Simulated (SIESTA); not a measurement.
Ge:

```
CELL_PARAMETERS angstrom
-2.49590 2.65086 1.43695
2.49590 -2.65086 1.43695
2.49590 2.65086 -1.43695
ATOMIC_POSITIONS crystal
Ge 0.31406 0.06406 0.25000
Ge 0.68594 0.93594 0.75000
```

This isn't the form of Ge at room conditions, which is diamond.

| Quantity | Value |
| --- | --- |
| Program | SIESTA 5.4.2 |
| Task | single point |
| Functional | PBE |
| Potentials or basis | PseudoDojo 0.4 standard (PBE files) |
| Basis | DZP (energy shift 0.002 Ry) |
| Grid cutoff | 800 Ry |
| Energy shift | 0.002 Ry |
| k mesh | 11 × 11 × 11 |
| Occupations | fermi-dirac, width 0.05 eV |
| Spin | no spin polarisation |

On this cell: pressure 4.4 GPa; largest force 0.047 eV/Å; band gap on the k mesh none (metal or under the smearing width).

The same run follows on a disturbed copy (atoms moved at random, drawn with an rms of 0.05 Å):

```
CELL_PARAMETERS angstrom
-2.49590 2.65086 1.43695
2.49590 -2.65086 1.43695
2.49590 2.65086 -1.43695
ATOMIC_POSITIONS crystal
Ge 0.29840 0.03724 0.23933
Ge 0.69452 0.94755 0.75384
```

Q: What changes?

A: The energy (extrapolated to zero smearing) moves by +6.0 meV/atom; pressure 4.6 GPa; largest force 0.234 eV/Å; band gap on the k mesh none (metal or under the smearing width).

Forces in eV/Å, atoms in the order of the input:
```
Ge   0.228  0.006  0.054
Ge  -0.228 -0.006 -0.054
```

Stress tensor (GPa, compression positive):
```
 5.46 -0.01 -0.58
-0.01  4.84  0.00
-0.58  0.00  3.55
```

Caveats: semicore shells carry a single zeta, which can move pressures by several GPa and volumes by a few percent; the basis of atomic orbitals isn't converged, which shifts pressures, moduli and gaps.
